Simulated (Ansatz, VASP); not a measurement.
## CdSe: VASP beside Ansatz

```
Cd Se
1.0
     0.00000    3.04131    3.04131
     3.04131    0.00000    3.04131
     3.04131    3.04131    0.00000
Cd Se
1 1
Direct
  0.00000 0.00000 0.00000
  0.25000 0.25000 0.25000
```

Alike in both runs: task single point; functional PBEsol; k mesh 4 × 4 × 4; occupations gaussian, width 0.02 eV; no spin polarisation.

|  | VASP | Ansatz |
| --- | --- | --- |
| version | VASP 6.6.1 | Ansatz 0.2.0 |
| potentials or method | VASP PAW PBE potentials, release 64 (Cd, Se) | scalar-relativistic, plane waves, PAW |
| plane-wave cutoff (eV) | 520 | 420 |
| valence electrons in the cell | 18 | 36 |

```tsv
	VASP	Ansatz	Ansatz less VASP
gap on the k mesh at the Fermi level (eV)	0.47	0.46	-0.002
least direct gap on the mesh (eV)	0.47	0.46	-0.002
pressure (GPa)	0.5	0.2	-0.34
```

The two sets of potentials don't hold the same shells in valence.

Caveats: the k mesh is coarse (spacing up to 0.45 Å⁻¹), so the values aren't converged; the PAW data sets were made with another functional, which shifts forces and pressure a little (VASP). PBEsol gaps usually lie below the measured ones, often by a third to a half.
